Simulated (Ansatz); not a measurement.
# Ti: which structure wins at one pressure

Which of fcc, bcc, hcp, diamond, beta tin, omega has the lowest enthalpy for Ti at one common pressure? Methods of the runs shown: LAPW. Companion runs by PAW are cited.

Method: DFT, PBE, all-electron LAPW, scalar-relativistic, in Ansatz 0.2.0.

## 1. Starting point

The structure is cubic, space group Fm-3m (No. 225). The conventional cell has a = 3.451 Å, b = 3.451 Å, c = 3.451 Å, α = 90.00°, β = 90.00°, γ = 90.00°. Around Ti (site symmetry m-3m) lie 12 Ti at 2.44 Å.

As a file:

```cif
data_structure
_symmetry_space_group_name_H-M 'Fm-3m'
_symmetry_Int_Tables_number 225
_cell_length_a 3.4511
_cell_length_b 3.4511
_cell_length_c 3.4511
_cell_angle_alpha 90.000
_cell_angle_beta 90.000
_cell_angle_gamma 90.000
_cell_volume 41.10
loop_
_atom_site_label
_atom_site_type_symbol
_atom_site_symmetry_multiplicity
_atom_site_Wyckoff_symbol
_atom_site_fract_x
_atom_site_fract_y
_atom_site_fract_z
_atom_site_occupancy
Ti1 Ti 4 a 0.00000 0.00000 0.00000 1
```

The file gives the conventional cell by its symmetry; the runs use the cell typed in the input.

## 2. Fcc relaxed under pressure, LAPW

Contents of input.yaml:

```yaml
crystal:
  lattice:
    - [0.0, 1.7255432566, 1.7255432566]
    - [1.7255432566, 0.0, 1.7255432566]
    - [1.7255432566, 1.7255432566, 0.0]
  atoms:
    - { symbol: Ti, position: [0.0, 0.0, 0.0] }
kpoints:
  mp_grid: { grid: [19, 19, 19] }
scf:
  occupations: { method: fermi_dirac, width: 0.1 }
hamiltonian:
  xc: pbe
  pseudopotentials: { kind: all_electron, lapw: { basis_error: 0.0005 } }
output:
  forces: true
  stress: true
  eigenvalues: true
relax:
  f_tol: 0.005
  max_steps: 12
  cell: { p_target: 130.0, stress_tol: 0.065 }
```

Command:

```bash
$ ansatz run input.yaml --threads 1 --pin off --max-ram 3584MiB --backend cpu --events-out ev --progress --plain --runs-dir out
```

After this run come: Bcc relaxed under pressure, LAPW; Hcp relaxed under pressure, LAPW; Diamond relaxed under pressure, LAPW; Beta tin relaxed under pressure, LAPW; Omega relaxed under pressure, LAPW.

Q: Predict the outcome of this session. Wanted: pressure; lowest (for each run or level that gives them).

As calculated:

| quantity | value |
| --- | --- |
| pressure | 130 GPa |
| lowest (LAPW) | bcc, 50.5 meV/atom under omega |
| lowest (PAW) | bcc, 51.3 meV/atom under omega |

What this shows: By LAPW the order is bcc < omega < fcc < hcp < beta tin < diamond. By PAW the order is bcc < omega < fcc < hcp < beta tin < diamond. The methods agree on the lowest phase. Only these structures were tried, with electrons smeared by 0.1 eV and without vibrations, so the true ground state may be another. The k meshes differ between phases and weren't tested, which can move differences by some meV.
